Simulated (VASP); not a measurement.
# SnSe (Fm-3m) in VASP: further runs

The runs below take SnSe through relaxation of cell and atoms, with PBEsol.

Everything below comes from runs of VASP 6.6.1. Logs are shortened: lines on timing, memory, paths and dates and some standing lists are left out, and cuts for length are marked.

**1. The crystal as given**

Symmetry: Fm-3m, No. 225, cubic system. The conventional cell has a = 6.020 Å, b = 6.020 Å, c = 6.020 Å, α = 90.00°, β = 90.00°, γ = 90.00°. Sn (site symmetry m-3m) has 6 Se at 3.01 Å as nearest neighbours. Se (site symmetry m-3m) has 6 Sn at 3.01 Å as nearest neighbours.

The cell was built by a generator and needn't be a form met in nature.

**2. Relaxation of cell and atoms, PBEsol**

INCAR reads:

```
SYSTEM = SnSe
ALGO     = Normal         ! electronic algorithm
EDIFF    = 1E-6           ! SCF threshold, eV
EDIFFG   = -0.01          ! ionic threshold
ENCUT    = 600            ! plane-wave cutoff, eV
GGA      = PS             ! functional
IBRION   = 2              ! ionic algorithm
ISIF     = 3              ! what is computed and relaxed
ISMEAR   = 0              ! smearing method
LASPH    = .True.         ! aspherical terms in the spheres
LCHARG   = .False.        ! write CHGCAR
LREAL    = .False.        ! projectors in reciprocal space
LWAVE    = .False.        ! write WAVECAR
NELM     = 80             ! most SCF steps
NSW      = 90             ! ionic steps
PREC     = Accurate       ! precision mode
SIGMA    = 0.03           ! smearing width, eV
```

KPOINTS reads:

```
k-points
0
Gamma
  10 10 10
  0 0 0
```

POSCAR reads:

```
SnSe
1.0
    0.0000000000      3.0100000000      3.0100000000
    3.0100000000      0.0000000000      3.0100000000
    3.0100000000      3.0100000000      0.0000000000
Sn Se
1 1
Direct
    0.0000000000      0.0000000000      0.0000000000
    0.5000000000      0.5000000000      0.5000000000
```

Potentials or basis: VASP PAW PBE potentials, release 64 (Sn_d, Se).

The run is started by

```sh
$ cat potpaw_PBE.64/Sn_d/POTCAR potpaw_PBE.64/Se/POTCAR > POTCAR
$ mpirun -np 1 vasp_std > vasp.out
```

OUTCAR:

```text
SYSTEM = SnSe
   EDIFF = 1E-6
   EDIFFG = -0.01
   ENCUT = 600
   GGA = PS
   IBRION = 2
   ISIF = 3
   ISMEAR = 0
   LASPH = .True.
   LREAL = .False.
   NELM = 80
   NSW = 90
   PREC = Accurate

 ion  position               nearest neighbor table
   1  0.000  0.000  0.000-   2 3.01   2 3.01   2 3.01   2 3.01   2 3.01   2 3.01
   2  0.500  0.500  0.500-   1 3.01   1 3.01   1 3.01   1 3.01   1 3.01   1 3.01

  LATTYP: Found a face centered cubic cell.
 ALAT       =     6.0200000000

  Lattice vectors:

 A1 = (   0.0000000000,   3.0100000000,   3.0100000000)
 A2 = (   3.0100000000,   0.0000000000,   3.0100000000)
 A3 = (   3.0100000000,   3.0100000000,   0.0000000000)

Analysis of symmetry for initial positions (statically):
=====================================================================
 Subroutine PRICEL returns:
 Original cell was already a primitive cell.

 Routine SETGRP: Setting up the symmetry group for a
 face centered cubic supercell.

 Subroutine GETGRP returns: Found 48 space group operations
 (whereof 48 operations were pure point group operations)
 out of a pool of 48 trial point group operations.

The static configuration has the point symmetry O_h .

Analysis of symmetry for dynamics (positions and initial velocities):
=====================================================================
 Subroutine PRICEL returns:
 Original cell was already a primitive cell.

 Routine SETGRP: Setting up the symmetry group for a
 face centered cubic supercell.

 Subroutine GETGRP returns: Found 48 space group operations
 (whereof 48 operations were pure point group operations)
 out of a pool of 48 trial point group operations.

The dynamic configuration has the point symmetry O_h .

 Subroutine INISYM returns: Found 48 space group operations
 (whereof 48 operations are pure point group operations),
 and found     1 'primitive' translations

----------------------------------------------------------------------------------------

                                     Primitive cell

  volume of cell :      54.5418

  direct lattice vectors                    reciprocal lattice vectors
     0.000000000  3.010000000  3.010000000    -0.166112957  0.166112957  0.166112957
     3.010000000  0.000000000  3.010000000     0.166112957 -0.166112957  0.166112957
     3.010000000  3.010000000  0.000000000     0.166112957  0.166112957 -0.166112957

  length of vectors
     4.256782823  4.256782823  4.256782823     0.287716081  0.287716081  0.287716081

  position of ions in fractional coordinates (direct lattice)
     0.000000000  0.000000000  0.000000000
[... 104 lines left out ...]
   LHFCALC =     F    Hartree Fock is set to
   AEXX    =    0.0000 exact exchange contribution
   IVDW    =     0    specifies the selected vdW correction
   LEPSILON=     F    determine dielectric tensor
   LRPA    =     F    only Hartree local field effects (RPA)
 conjugate gradient relaxation of ions
 non-spin polarized calculation
 Gauss-broadening in eV      SIGMA  =   0.03
  energy-cutoff  :      600.00
  volume of cell :       54.54
 maximum number of plane-waves:      1849
 NGX is ok and might be reduce to    36
   NGX = 17   NGY = 17   NGZ = 17

--------------------------------------- Ionic step        1  -------------------------------------------

 number of electron      19.9999999 magnetization

 Free energy of the ion-electron system (eV)
  ---------------------------------------------------
  ext. energy  EPLUGINS =         0.00000000
  ---------------------------------------------------
  free energy    TOTEN  =        -8.96769088 eV

  energy without entropy =       -8.96769088  energy(sigma->0) =       -8.96769088

------------------------ aborting loop because EDIFF is reached ----------------------------------------

  FORCE on cell =-STRESS in cart. coord.  units (eV):
  Direction    XX          YY          ZZ          XY          YZ          ZX
  --------------------------------------------------------------------------------------
  -------------------------------------------------------------------------------------
  Total       -0.6101205     -0.6101205     -0.6101205     -0.0000000      0.0000000     -0.0000000
  in kB      -17.9224213    -17.9224213    -17.9224213     -0.0000000      0.0000000     -0.0000000
  external PRESSURE =     -17.9224213 kB  Pullay stress =       0.0000000 kB
[... 59 lines left out ...]
--------------------------------------- Ionic step        3  -------------------------------------------

 number of electron      19.9999998 magnetization

 Free energy of the ion-electron system (eV)
  ---------------------------------------------------
  ext. energy  EPLUGINS =         0.00000000
  ---------------------------------------------------
  free energy    TOTEN  =        -8.97822035 eV

  energy without entropy =       -8.97822035  energy(sigma->0) =       -8.97822035

 E-fermi :   5.9545     XC(G=0):  -9.9297

 val. band max:        5.7924257456   @ k =  -0.2000   0.2000   0.0000
 cond. band min:       6.2696327097   @ k =  -0.4000   0.1000   0.0000
 fundamental gap:      0.4772069640
 Fermi energy:         5.9544504973

 k-point     1 :       0.0000    0.0000    0.0000
  band No.  band energies     occupation
      1     -15.6498      2.00000
      2     -15.6498      2.00000
      3     -15.6491      2.00000
      4     -15.6491      2.00000
      5     -15.6491      2.00000
      6      -8.2843      2.00000
      7       0.8337      2.00000
      8       3.5497      2.00000
      9       3.5497      2.00000
     10       3.5497      2.00000
     11      10.2426      0.00000
     12      10.2426      0.00000
     13      10.2426      0.00000
     14      11.5913      0.00000
[... 377 lines left out ...]
      1     -15.6744      2.00000
      2     -15.6541      2.00000
      3     -15.6442      2.00000
      4     -15.6333      2.00000
      5     -15.6324      2.00000
      6      -7.2666      2.00000
      7      -1.0539      2.00000
      8       1.8962      2.00000
      9       2.3662      2.00000
     10       2.7633      2.00000
     11       9.1181      0.00000
     12       9.7677      0.00000
     13      10.4419      0.00000
     14      10.8464      0.00000

 [... further k-points ...]

------------------------ aborting loop because EDIFF is reached ----------------------------------------

  FORCE on cell =-STRESS in cart. coord.  units (eV):
  Direction    XX          YY          ZZ          XY          YZ          ZX
  --------------------------------------------------------------------------------------
  -------------------------------------------------------------------------------------
  Total        0.0025714      0.0025714      0.0025714      0.0000000      0.0000000      0.0000000
  in kB        0.0781661      0.0781661      0.0781661      0.0000000      0.0000000      0.0000000
  external PRESSURE =       0.0781661 kB  Pullay stress =       0.0000000 kB
[... 17 lines left out ...]
  FREE ENERGIE OF THE ION-ELECTRON SYSTEM (eV)
  ---------------------------------------------------
  free  energy   TOTEN  =        -8.9782203493 eV

  energy  without entropy=       -8.9782203493  energy(sigma->0) =       -8.97822035

 reached required accuracy - stopping structural energy minimisation
```

OSZICAR:

```text
N       E                     dE             d eps       ncg     rms          rms(c)
DAV:   1     0.136866961365E+03    0.13687E+03   -0.10786E+04  1328   0.192E+03
DAV:   2     0.357670943465E+01   -0.13329E+03   -0.13051E+03  1414   0.416E+02
DAV:   3    -0.881725286254E+01   -0.12394E+02   -0.12263E+02  1694   0.108E+02
DAV:   4    -0.913224027819E+01   -0.31499E+00   -0.31483E+00  1406   0.193E+01
[... 23 lines left out ...]
DAV:   3    -0.897837097947E+01    0.32796E-02   -0.11007E-02  1612   0.168E+00    0.541E-02
DAV:   4    -0.897823605446E+01    0.13493E-03   -0.44469E-04  1316   0.240E-01    0.177E-02
DAV:   5    -0.897822278463E+01    0.13270E-04   -0.29946E-05  1962   0.662E-02    0.978E-03
DAV:   6    -0.897822041068E+01    0.23740E-05   -0.41712E-06  1322   0.329E-02    0.175E-03
DAV:   7    -0.897822034931E+01    0.61366E-07   -0.68072E-07   676   0.151E-02
   3 F= -.89782203E+01 E0= -.89782203E+01  d E =-.105295E-01
```

It took 34 s on 1 thread of Intel Xeon 6975P-C (Granite Rapids), shared host; peak memory 0.24 GiB.

Results:

```yaml
Free_energy: -8.9782 eV
Relaxed_volume: 26.35 Å³/atom
Relaxed_cell: a = 4.208 Å, b = 4.208 Å, c = 4.208 Å, α = 60.00°, β = 60.00°, γ = 60.00°
Space_group_after_relaxing_to_0.05_Å: Fm-3m (No. 225)
Energy_gained_by_relaxing: 5.3 meV/atom
Ionic_steps: 3
Pressure_after_relaxing: 0.0 GPa
Band_gap_on_the_k_mesh: 0.48 eV, indirect (least direct gap 0.58 eV)
```

Step by step:
| step | energy change (eV) | largest force (eV/Å) | pressure (GPa) | volume (Å³) |
| --- | --- | --- | --- | --- |
| 1 | 0.0000 | 0.0000 | -1.79 | 54.54 |
| 2 | -0.0096 | 0.0000 | 0.58 | 52.17 |
| 3 | -0.0105 | 0.0000 | 0.01 | 52.71 |

Final structure:
```yaml
crystal:
  lattice:
    - [0.00000, 2.97584, 2.97584]
    - [2.97584, 0.00000, 2.97584]
    - [2.97584, 2.97584, 0.00000]
  atoms:
    - { symbol: Sn, position: [0.00000, 0.00000, 0.00000] }
    - { symbol: Se, position: [0.50000, 0.50000, 0.50000] }
```

Levels at points of the mesh, in eV from the valence-band top:
| k point | band 6 | band 7 | band 8 | band 9 | band 10 | band 11 | band 12 | band 13 | band 14 |
| --- | --- | --- | --- | --- | --- | --- | --- | --- | --- |
| (0.00, 0.00, 0.00) | -14.08 | -4.96 | -2.24 | -2.24 | -2.24 | 4.45 | 4.45 | 4.45 | 5.80 |
| (0.50, 0.00, 0.00) | -13.06 | -8.22 | -1.99 | -1.99 | -0.07 | 0.73 | 1.23 | 1.23 | 8.26 |
| (0.50, 0.50, 0.00) | -12.74 | -6.01 | -5.71 | -3.77 | -3.77 | 2.84 | 5.55 | 5.55 | 6.19 |

Caveat: the PAW data sets were made with another functional, which shifts forces and pressure a little; spin-orbit coupling is left out, which moves the levels of the heavy elements. A k mesh can miss the band edges.

[end of part 1 of 2]
